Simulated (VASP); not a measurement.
Here is a VASP 6.6.1 calculation.

Contents of POSCAR:

```
Si
1.0
    0.0000000000      2.7218511865      2.7218511865
    2.7218511865      0.0000000000      2.7218511865
    2.7218511865      2.7218511865      0.0000000000
Si
2
Direct
    0.5000000000      0.5000000000      0.5000000000
    0.7500000000      0.7500000000      0.7500000000
```

The input INCAR.step1:

```
SYSTEM = Si
PREC = Accurate
ENCUT = 500
EDIFF = 1E-8
ISMEAR = 0
SIGMA = 0.01
LREAL = .False.
LASPH = .True.
NELM = 60
ALGO = Normal
LWAVE = .True.
LCHARG = .False.
GGA = PE
KPAR = 4
```

Contents of INCAR.step2:

```
SYSTEM = Si
PREC = Accurate
ENCUT = 500
EDIFF = 1E-8
ISMEAR = 0
SIGMA = 0.01
LREAL = .False.
LASPH = .True.
NELM = 1
ALGO = Exact
LWAVE = .True.
LCHARG = .False.
GGA = PE
NBANDS = 263
LOPTICS = .True.
ISTART = 1
KPAR = 4
```

File INCAR.step3:

```
SYSTEM = Si
PREC = Accurate
ENCUT = 500
EDIFF = 1E-8
ISMEAR = 0
SIGMA = 0.01
LREAL = .False.
LASPH = .True.
ALGO = EVGW0
LWAVE = .False.
LCHARG = .False.
GGA = PE
NELMGW = 4
NBANDS = 263
ENCUTGW = 200
NOMEGA = 50
PRECFOCK = Fast
ISTART = 1
NBANDSGW = 12
KPAR = 4
```

Contents of KPOINTS:

```
Automatic mesh
0
Gamma
  4 4 4
  0 0 0
```

Potentials or basis: VASP PAW PBE potentials, release 64 (Si_GW).

The run is started by

```sh
$ cat potpaw_PBE.64/Si_GW/POTCAR > POTCAR
$ cp INCAR.step1 INCAR
$ mpirun -np 4 vasp_std > vasp.out
$ cp INCAR.step2 INCAR
$ mpirun -np 4 vasp_std > vasp.out
$ cp INCAR.step3 INCAR
$ mpirun -np 4 vasp_std > vasp.out
```

**Question.** What does it give for the quasiparticle gap?

**Answer.** 1.34 eV.

**Question.** What does it give for the least direct quasiparticle gap?

**Answer.** 3.32 eV.

**Question.** Predict the band gap on the k mesh, mean-field level.

**Answer.** 0.71 eV, indirect (least direct gap 2.54 eV).

Quasiparticle gap after each update of the energies (eV): 1.25, 1.32, 1.33, 1.34

Caveat: the k mesh is coarse (spacing up to 0.50 Å⁻¹), so the values aren't converged; bands, screening cutoff and mesh are small and nothing is extrapolated, so the quasiparticle values aren't converged. A k mesh can miss the band edges.
